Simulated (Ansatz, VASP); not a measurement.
Given: the input of a run of Ansatz 0.2.0 on Sc. 

The input input.yaml:

```yaml
crystal:
  lattice:
    - [3.309, 0.0, 0.0]
    - [-1.6545, 2.8656780611, 0.0]
    - [0.0, 0.0, 5.2733]
  atoms:
    - { symbol: Sc, position: [0.6666666667, 0.3333333333, 0.75] }
    - { symbol: Sc, position: [0.3333333333, 0.6666666667, 0.25] }
kpoints:
  mp_grid: { grid: [9, 9, 5] }
scf:
  occupations: { method: gaussian, width: 0.05 }
hamiltonian:
  xc: rpbe
  pseudopotentials: { kind: all_electron, lapw: { basis_error: 0.001 } }
output:
  forces: true
  stress: true
  eigenvalues: true
```

Potentials or basis: all-electron LAPW, scalar-relativistic.

Command:

```console
$ ansatz run input.yaml --threads 1 --pin off --max-ram 3072MiB --backend cpu --events-out ev --progress --plain --runs-dir out
```

Question: What does the same run look like in VASP 6.6.1? Potentials or basis there: PBE PAW files Sc_sv_GW, 550 eV.

Answer: As run (cutoffs and basis follow the program's own potentials, and thresholds, step limits or extra output files can differ):

File INCAR:

```
SYSTEM = Sc
  PREC = Accurate
  ENCUT = 550
  EDIFF = 1E-7
  ISMEAR = 0
  SIGMA = 0.05
  LREAL = .False.
  LASPH = .True.
  NELM = 100
  ALGO = Normal
  ISIF = 2
  LWAVE = .False.
  LCHARG = .True.
  GGA = RP
  LELF = .True.
  LVHAR = .True.
  NBANDS = 18
```

The input KPOINTS:

```
regular mesh
0
Gamma
  9 9 5
  0 0 0
```

Contents of POSCAR:

```
Sc
3.309
    1.000000000000      0.000000000000      0.000000000000
   -0.500000000000      0.866025403778      0.000000000000
    0.000000000000      0.000000000000      1.593623451194
Sc
2
Direct
    0.6666666667      0.3333333333      0.7500000000
    0.3333333333      0.6666666667      0.2500000000
```

Potentials or basis: VASP PAW PBE potentials, release 64 (Sc_sv_GW).

The run is started by

```console
$ cat potpaw_PBE.64/Sc_sv_GW/POTCAR > POTCAR
$ mpirun -np 1 vasp_std > vasp.out
```

Both were run:

|  | Ansatz | VASP |
| --- | --- | --- |
| Pressure | 1.3 GPa | 0.6 GPa |

VASP's potentials were made for PBE.

Where Ansatz's input types no cutoff or centring, it takes its own default and a Γ-centred mesh.

Pressure is positive in compression.
